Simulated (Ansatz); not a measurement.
A trial form of ZnSe

Computed with DFT PBE, scalar-relativistic, plane waves, PAW in Ansatz 0.2.0. Cutoff 420 eV, Gaussian smearing, Γ-centred meshes. Cell and atoms relax first on a coarse mesh and then on a converged one. In between, the cell is made exact in the group found at 0.06 Å. The steps can't lower the symmetry of their start. No spin polarisation.

A trial structure of ZnSe was built thus: 4-connected net, two elements alternating (P4_12_12, No. 92). Lengths were set from tabulated atomic sizes, so they are only a guess.

```cif
data_structure
_symmetry_space_group_name_H-M 'P4_12_12'
_symmetry_Int_Tables_number 92
_cell_length_a 6.5392
_cell_length_b 6.5392
_cell_length_c 3.5698
_cell_angle_alpha 90.000
_cell_angle_beta 90.000
_cell_angle_gamma 90.000
_cell_volume 152.65
loop_
_atom_site_label
_atom_site_type_symbol
_atom_site_symmetry_multiplicity
_atom_site_Wyckoff_symbol
_atom_site_fract_x
_atom_site_fract_y
_atom_site_fract_z
_atom_site_occupancy
Zn1 Zn 4 a 0.66924 0.66924 0.50000 1
Se1 Se 4 a 0.83076 0.83076 0.00000 1
```

Formation energies are uncorrected and refer to the elements' standard structures at the same level.

**Question.** Where does the relaxation end?

**Answer.** The symmetry stays P4_12_12 (No. 92). The volume per atom grows by 21.7 %, from 19.1 to 23.2 Å³. The shortest distance goes from 2.33 Å (Zn–Se) to 2.50 Å (Zn–Se). The energy falls by about 0.19 eV/atom (the start's value is from the coarse mesh). Conventional cell: a = 6.945 Å, c = 3.851 Å. Zn is surrounded by 4 Se at 2.50–2.54 Å; Se is surrounded by 4 Zn at 2.50–2.54 Å.

```
Zn Se
1.0
     6.94455    0.00000    0.00000
     0.00000    6.94455    0.00000
     0.00000    0.00000    3.85105
Zn Se
4 4
Direct
  0.66937 0.66937 0.50000
  0.16937 0.83063 0.25000
  0.33063 0.33063 0.00000
  0.83063 0.16937 0.75000
  0.83097 0.83097 0.00000
  0.33097 0.66903 0.75000
  0.16903 0.16903 0.50000
  0.66903 0.33097 0.25000
```

**Question.** Give its energy and gap.

**Answer.**

| Item | Value |
| --- | --- |
| Formation energy | −0.523 eV/atom |
| Gap on the 4×4×8 mesh of the 8-atom cell | 0.68 eV |

A negative formation energy is needed for stability but isn't enough: competing phases decide.

The last run used Gaussian smearing of 0.02 eV. Kohn–Sham gaps at this level usually fall short of measured ones. The reference form of Se is held partly by dispersion forces, which this level lacks. A structure relaxed within its symmetry needn't be a true minimum. In all, the 3 runs took 5.4 min on 1 thread of Arm Neoverse V2, with other jobs on the host.
